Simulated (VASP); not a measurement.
**BeTe under changes of volume**

One of the cells (31.210 Å³/atom); the others are scaled copies at fixed shape and fractional positions:

```xyz
2
Lattice="1.7988 -4.8292 0.0000 1.7988 4.8292 0.0000 0.0000 0.0000 3.5928" Properties=species:S:1:pos:R:3 pbc="T T T"
Be    1.7988    0.0000    1.7964
Te    0.0000    0.0000    0.0000
```

The cell was built by a generator and needn't be a form met in nature.

```yaml
Program: VASP 6.6.1
Functional: PBE
Potentials_or_basis: VASP PAW PBE potentials, release 64 (Be, Te)
Cutoff: 520 eV
k_mesh: 8 × 8 × 8
Occupations: fermi-dirac, width 0.05 eV
Spin: no spin polarisation
```

```tsv
volume (Å³/atom)	energy over the lowest point (meV/atom)	pressure (GPa)
28.763	?	?
29.375	5.81	1.8
29.987	0.66	0.9
31.210	0.00	-0.7
31.822	3.88	-1.3
32.434	10.20	-1.9
```

Question: What does the run at 28.763 Å³/atom give?

Answer: Energy over the lowest point 14.66 meV/atom; pressure 2.8 GPa.

Worked out: A Birch-Murnaghan fit of order 3 (a polynomial in V^(-2/3)) to the other rows has its minimum at 30.66 Å³/atom with B0 = V·E''(V) = 39 GPa and B' = 4.1 at fixed shape and positions, which overstates the stiffness. It gives 14.65 meV/atom at 28.763 Å³/atom, against the run's 14.66, and -dE/dV = 2.8 GPa, against 2.8.

Energies are extrapolated to zero smearing.
